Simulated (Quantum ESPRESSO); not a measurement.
**Ir under changes of volume**

One of the cells (14.627 Å³/atom); the others are scaled copies at fixed shape and fractional positions:

```
CELL_PARAMETERS angstrom
2.75138 0.00000 0.00000
-1.37569 2.38276 0.00000
0.00000 0.00000 4.46229
ATOMIC_POSITIONS crystal
Ir 0.33333 0.66667 0.25000
Ir 0.66667 0.33333 0.75000
```

This isn't the form of Ir at room conditions, which is fcc.

```yaml
Program: Quantum ESPRESSO 7.5
Functional: LDA
Potentials_or_basis: GBRV 1.5 LDA
Cutoff: 612 eV
Density_cutoff: 4898 eV
k_mesh: 11 × 11 × 6
Occupations: fermi-dirac, width 0.05 eV
Spin: no spin polarisation
```

```tsv
volume (Å³/atom)	energy over the lowest point (meV/atom)	pressure (GPa)
13.749	1.36	5.0
14.042	0.00	-3.5
14.335	13.32	-11.0
14.627	39.44	-17.6
14.920	76.93	-23.4
15.212	?	?
15.505	180.38	-32.9
```

Q: What does the run at 15.212 Å³/atom give?

A: Energy over the lowest point 124.30 meV/atom; pressure -28.5 GPa.

Worked out: A Birch-Murnaghan fit of order 3 (a polynomial in V^(-2/3)) to the other rows has its minimum at 13.92 Å³/atom with B0 = V·E''(V) = 402 GPa and B' = 5.1 at fixed shape and positions, which overstates the stiffness. It gives 124.22 meV/atom at 15.212 Å³/atom, against the run's 124.30, and -dE/dV = -28.4 GPa, against -28.5.

Energies are extrapolated to zero smearing.

Caveats: the cell as given lies far from equilibrium (some runs).
